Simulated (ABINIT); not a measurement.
# Pd (Fm-3m) in ABINIT: settings compared

Aim: see how the results for Pd move with the level of theory and the settings. Levels: rPW86PBE, LDA-Teter, LDA-PZ, revPBE, PBE. Tasks: equation of state, band structure.

All numbers are computed with ABINIT 10.8.3 (patched build); they aren't measurements. Logs are shortened: lines on timing, memory, paths and dates and some standing lists are left out, and cuts for length are marked. The log counts tension as positive stress, the text compression.

### Step 1. Starting point

The structure is cubic, space group Fm-3m (No. 225). The conventional cell has a = 3.893 Å, b = 3.893 Å, c = 3.893 Å, α = 90.00°, β = 90.00°, γ = 90.00°. Pd (site symmetry m-3m) is surrounded by 12 Pd at 2.75 Å.

### Step 2. Equation of state, rPW86PBE

File run.abi:

```
# Datasets: one volume each
ndtset 7
getwfk -1
scalecart1 3*0.9795861087
scalecart2 3*0.9864848297
scalecart3 3*0.9932883884
scalecart4 3*1.0000000000
scalecart5 3*1.0066227096
scalecart6 3*1.0131594038
scalecart7 3*1.0196128224

# Pseudopotentials
pp_dirpath "./"
pseudos "Pd.GGA_PBE-JTH.xml"

# Structure
acell 3*1.0 Angstrom
rprim
     0.0000000000     1.9465000000     1.9465000000
     1.9465000000     0.0000000000     1.9465000000
     1.9465000000     1.9465000000     0.0000000000
ntypat 1
znucl 46
natom 1
typat 1
xred
     0.0000000000     0.0000000000     0.0000000000

# Plane-wave basis
ecut 23.0
pawecutdg 45.0

# k points
kptopt 1
ngkpt 12 12 12
nshiftk 1
shiftk 0.0 0.0 0.0

# Exchange and correlation
ixc -144130

# Bands and occupations
nband 13
occopt 3
tsmear 0.05 eV

# SCF cycle
nstep 100
tolvrs 1.0e-9

# Output
iomode 3
prtwf 1
prtden 0
prteig 0
prtebands 0
enunit 1
```

Potentials or basis: JTH PAW PBE v2.0.

Launch:

```sh
$ abinit run.abi > log 2>&1
```

run.abo:

```text
.Version 10.8.3 of ABINIT
 DATASET    1 : space group Fm -3 m (#225); Bravais cF (face-center cubic)
================================================================================
 Values of the parameters that define the memory need for DATASET  1.
     intxc =       0    ionmov =       0      iscf =      17    lmnmax =      18
     lnmax =       6     mgfft =      24  mpssoang =       3    mqgrid =    3001
     natom =       1  nloc_mem =       2    nspden =       1   nspinor =       1
    nsppol =       1      nsym =      48    n1xccc =       1    ntypat =       1
    occopt =       3   xclevel =       2
       mpw =         516          nfft =       13824          nkpt =          72
 PAW method is used; the additional fine FFT grid is defined by:
   mgfftf=        32    nfftf =     32768
================================================================================
================================================================================
[... 71 lines left out ...]
 DATASET    7 : space group Fm -3 m (#225); Bravais cF (face-center cubic)
================================================================================
 Values of the parameters that define the memory need for DATASET  7.
     intxc =       0    ionmov =       0      iscf =      17    lmnmax =      18
     lnmax =       6     mgfft =      24  mpssoang =       3    mqgrid =    3001
     natom =       1  nloc_mem =       2    nspden =       1   nspinor =       1
    nsppol =       1      nsym =      48    n1xccc =       1    ntypat =       1
    occopt =       3   xclevel =       2
       mpw =         564          nfft =       13824          nkpt =          72
 PAW method is used; the additional fine FFT grid is defined by:
   mgfftf=        36    nfftf =     46656
================================================================================
================================================================================

--------------------------------------------------------------------------------
------------- Echo of variables that govern the present computation ------------
--------------------------------------------------------------------------------
 -outvars: echo values of preprocessed input variables --------
            acell      1.8897261259E+00  1.8897261259E+00  1.8897261259E+00 Bohr
              amu      1.06420000E+02
             ecut      2.30000000E+01 Hartree
           enunit           1
           getwfk          -1
                       outvar_i_n : Printing only first  50 k-points.
              ixc     -144130
           jdtset        1    2    3    4    5    6    7
                       outvar_i_n : Printing only first  50 k-points.
         kptrlatt       12    0    0      0   12    0      0    0   12
          kptrlen1     6.11493911E+01
          kptrlen2     6.15800348E+01
          kptrlen3     6.20047382E+01
          kptrlen4     6.24237018E+01
          kptrlen5     6.28371158E+01
          kptrlen6     6.32451605E+01
          kptrlen7     6.36480068E+01
            natom           1
[... 96 lines left out ...]
 Pseudopotential format is: paw10
 basis_size (lnmax)=  6 (lmn_size= 18), orbitals=   0   0   1   1   2   2
 Spheres core radius: rc_sph= 2.51164926
 Shapefunction is SIN type: shapef(r)=[sin(pi*r/rshp)/(pi*r/rshp)]**2
 Radius for shape functions =  2.51164926
 Compensation charge density is not taken into account in XC energy/potential

   8.19652814E+02                                ecore*ucvol(ha*bohr**3)
--------------------------------------------------------------------------------

================================================================================

--- !BeginCycle
iteration_state: {dtset: 1, }
solver: {iscf: 17, nstep: 100, nline: 4, wfoptalg: 10, }
tolerances: {tolvrs: 1.00E-09, }
...
[... 1076 lines left out ...]
 getcut: wavevector=  0.0000  0.0000  0.0000  ngfft=  36  36  36
         ecut(hartree)=     45.000   => boxcut(ratio)=   2.24764

 getcut : COMMENT -
  Note that boxcut > 2.2 ; recall that boxcut=Gcut(box)/Gcut(sphere) = 2
  is sufficient for exact treatment of convolution.
  Such a large boxcut is a waste : you could raise ecut
  e.g. ecut=   56.833923 Hartrees makes boxcut=2

--------------------------------------------------------------------------------

-inwffil : will read wavefunctions from disk file runo_DS6_WFK.nc

================================================================================
[... 142 lines left out ...]
-Cartesian components of stress tensor (GPa)         [Pressure=  6.5931E+00 GPa]
- sigma(1 1)= -6.59308202E+00  sigma(3 2)=  0.00000000E+00
- sigma(2 2)= -6.59308202E+00  sigma(3 1)=  0.00000000E+00
- sigma(3 3)= -6.59308202E+00  sigma(2 1)=  0.00000000E+00

== END DATASET(S) ==============================================================
================================================================================

 -outvars: echo values of variables after computation  --------
            acell      1.8897261259E+00  1.8897261259E+00  1.8897261259E+00 Bohr
           etotal1    -1.2887673468E+02
           etotal2    -1.2887888307E+02
           etotal3    -1.2888063362E+02
           etotal4    -1.2888204301E+02
           etotal5    -1.2888314362E+02
           etotal6    -1.2888396487E+02
           etotal7    -1.2888451725E+02
            fcart1    -0.0000000000E+00 -0.0000000000E+00 -0.0000000000E+00
            fcart2    -0.0000000000E+00 -0.0000000000E+00 -0.0000000000E+00
            fcart3    -0.0000000000E+00 -0.0000000000E+00 -0.0000000000E+00
            fcart4    -0.0000000000E+00 -0.0000000000E+00 -0.0000000000E+00
            fcart5    -0.0000000000E+00 -0.0000000000E+00 -0.0000000000E+00
            fcart6    -0.0000000000E+00 -0.0000000000E+00 -0.0000000000E+00
            fcart7    -0.0000000000E+00 -0.0000000000E+00 -0.0000000000E+00
            rprim1     0.0000000000E+00  1.9067643606E+00  1.9067643606E+00
                       1.9067643606E+00  0.0000000000E+00  1.9067643606E+00
                       1.9067643606E+00  1.9067643606E+00  0.0000000000E+00
[... 17 lines left out ...]
                       1.9846763588E+00  1.9846763588E+00  0.0000000000E+00
           strten1    -1.1840297904E-03 -1.1840297904E-03 -1.1840297904E-03
                       0.0000000000E+00  0.0000000000E+00  0.0000000000E+00
           strten2    -9.7143862565E-04 -9.7143862565E-04 -9.7143862565E-04
                       0.0000000000E+00  0.0000000000E+00  0.0000000000E+00
           strten3    -7.8567623232E-04 -7.8567623232E-04 -7.8567623232E-04
                       0.0000000000E+00  0.0000000000E+00  0.0000000000E+00
           strten4    -6.2571795034E-04 -6.2571795034E-04 -6.2571795034E-04
                       0.0000000000E+00  0.0000000000E+00  0.0000000000E+00
           strten5    -4.7642712232E-04 -4.7642712232E-04 -4.7642712232E-04
                       0.0000000000E+00  0.0000000000E+00  0.0000000000E+00
           strten6    -3.4549872976E-04 -3.4549872976E-04 -3.4549872976E-04
                       0.0000000000E+00  0.0000000000E+00  0.0000000000E+00
           strten7    -2.2409430291E-04 -2.2409430291E-04 -2.2409430291E-04
                       0.0000000000E+00  0.0000000000E+00  0.0000000000E+00
 Calculation completed.
```

Run time: 3.1 min. Hardware: 1 thread of Arm Neoverse V2, shared host; peak memory 0.15 GiB.

What came out:

* Equilibrium volume: 16.26 Å³/atom (rough: see the caveat)
* Bulk modulus: 153 GPa (rough)

Energy against volume, from the lowest point:
| volume (Å³/atom) | energy (meV/atom) |
| --- | --- |
| 13.865 | 211.77 |
| 14.160 | 153.31 |
| 14.455 | 105.68 |
| 14.750 | 67.33 |
| 15.045 | 37.38 |
| 15.340 | 15.03 |
| 15.635 | 0.00 |

Caveat: pressures at fixed basis lie under the slope of the energies; the minimum lies outside the volumes run; the PAW data sets were made with another functional, which shifts forces and pressure a little.

### Step 3. Band structure, LDA-Teter

File run.abi:

```
# Datasets: ground state, then fixed potential
ndtset 2

# Pseudopotentials
pp_dirpath "./"
pseudos "Pd.LDA_PW-JTH.xml"

# Structure
acell 3*1.0 Angstrom
rprim
     0.0000000000     1.9465000000     1.9465000000
     1.9465000000     0.0000000000     1.9465000000
     1.9465000000     1.9465000000     0.0000000000
ntypat 1
znucl 46
natom 1
typat 1
xred
     0.0000000000     0.0000000000     0.0000000000

# Plane-wave basis
ecut 23.0
pawecutdg 45.0

# Exchange and correlation
ixc 1

# Bands and occupations
occopt 3
tsmear 0.05 eV

# SCF cycle
nstep 100

# Output
iomode 3
prtwf 0
prteig 0
prtebands 0
prtden1 1

# Dataset 1
kptopt1 1
ngkpt1 12 12 12
nshiftk1 1
shiftk1 0.0 0.0 0.0
nband1 13
tolvrs1 1.0e-9

# Dataset 2: bands along G-X-W-K-G-L-U-W-L-K
iscf2 -2
getden2 1
nband2 17
nbdbuf2 2
tolwfr2 1.0e-12
kptopt2 -9
ndivsm2 8
prteig2 1
kptbounds2
     0.0000000000     0.0000000000     0.0000000000
     0.5000000000     0.0000000000     0.5000000000
     0.5000000000     0.2500000000     0.7500000000
     0.3750000000     0.3750000000     0.7500000000
     0.0000000000     0.0000000000     0.0000000000
     0.5000000000     0.5000000000     0.5000000000
     0.6250000000     0.2500000000     0.6250000000
     0.5000000000     0.2500000000     0.7500000000
     0.5000000000     0.5000000000     0.5000000000
     0.3750000000     0.3750000000     0.7500000000
```

Potentials or basis: JTH PAW LDA v2.0.

Launch:

```sh
$ abinit run.abi > log 2>&1
```

Run time: 51 s. Hardware: 1 thread of Arm Neoverse V2, shared host; peak memory 0.11 GiB.

It converged, with:

```
Free energy                                           : -3512.3477 eV
Pressure                                              : -8.7 GPa
Band gap on the k mesh                                : none (metal or under the smearing width)
Valence electrons inside the program's atomic spheres : Pd 16.91 (radii [1.3291] Å)
```

Levels at the corners of the path, in eV from the Fermi level:
| point | band 7 | band 8 | band 9 | band 10 | band 11 | band 12 |
| --- | --- | --- | --- | --- | --- | --- |
| Γ | -2.86 | -2.86 | -1.21 | -1.21 | 17.09 | 21.82 |
| X | -0.02 | 0.31 | 0.31 | 3.31 | 10.61 | 13.07 |
| W | -3.40 | -1.31 | 0.31 | 8.86 | 8.86 | 10.12 |
| K | -1.98 | -0.93 | -0.15 | 7.08 | 7.98 | 10.70 |
| Γ | -2.86 | -2.86 | -1.21 | -1.21 | 17.09 | 21.82 |
| L | -2.89 | 0.00 | 0.00 | 1.01 | 7.18 | 16.47 |
| U | -1.98 | -0.93 | -0.15 | 7.08 | 7.98 | 10.70 |
| W | -3.40 | -1.31 | 0.31 | 8.86 | 8.86 | 10.12 |
| L | -2.89 | 0.00 | 0.00 | 1.01 | 7.18 | 16.47 |
| K | -1.98 | -0.93 | -0.15 | 7.08 | 7.98 | 10.70 |

### Step 4. Band structure, LDA-PZ

Changes to run.abi since step 3:

```diff
@@ -5,10 +5,10 @@
 pp_dirpath "./"
-pseudos "Pd.LDA_PW-JTH.xml"
+pseudos "Pd.upf"
 
 # Structure
-acell 3*1.0 Angstrom
+acell 3*1.0
 rprim
-     0.0000000000     1.9465000000     1.9465000000
-     1.9465000000     0.0000000000     1.9465000000
-     1.9465000000     1.9465000000     0.0000000000
+     0.0000000000     3.6783519016     3.6783519016
+     3.6783519016     0.0000000000     3.6783519016
+     3.6783519016     3.6783519016     0.0000000000
 ntypat 1
@@ -21,7 +21,6 @@
 # Plane-wave basis
-ecut 23.0
-pawecutdg 45.0
+ecut 41.0
 
 # Exchange and correlation
-ixc 1
+ixc 2
 
@@ -39,2 +38,3 @@
 prtebands 0
+enunit 1
 prtden1 1
@@ -47,3 +47,3 @@
 nband1 13
-tolvrs1 1.0e-9
+tolvrs1 1.0e-10
```

Potentials or basis: PseudoDojo NC SR LDA v0.4.1 standard.

Launch:

```sh
$ abinit run.abi > log 2>&1
```

Wall time 47 s (1 thread of Arm Neoverse V2, shared host); peak memory 0.11 GiB.

It converged, with:

| Item | Value |
| --- | --- |
| Free energy | -3672.2810 eV |
| Pressure | -8.7 GPa |
| Band gap on the k mesh | none (metal or under the smearing width) |
| Valence electrons inside the program's atomic spheres | Pd 15.25 (radii [1.0584] Å) |

Levels at the corners of the path, in eV from the Fermi level:
```
point  band 6  band 7  band 8  band 9  band 10  band 11  band 12  band 13
    Γ   -2.86   -2.86   -2.86   -1.21    -1.21    17.41    22.09    22.09
    X   -5.14   -0.02    0.31    0.31     3.26    10.69    13.15    13.15
    W   -3.41   -3.41   -1.31    0.31     8.84     8.84    10.26    11.63
    K   -4.17   -1.99   -0.93   -0.15     7.06     8.02    10.77    15.85
    Γ   -2.86   -2.86   -2.86   -1.21    -1.21    17.41    22.09    22.09
    L   -2.89   -2.89    0.00    0.00     0.94     7.23    16.74    21.09
    U   -4.17   -1.99   -0.93   -0.15     7.06     8.02    10.77    15.85
    W   -3.41   -3.41   -1.31    0.31     8.84     8.84    10.26    11.63
    L   -2.89   -2.89    0.00    0.00     0.94     7.23    16.74    21.09
    K   -4.17   -1.99   -0.93   -0.15     7.06     8.02    10.77    15.85
```

(Part 1 of 2 ends here.)
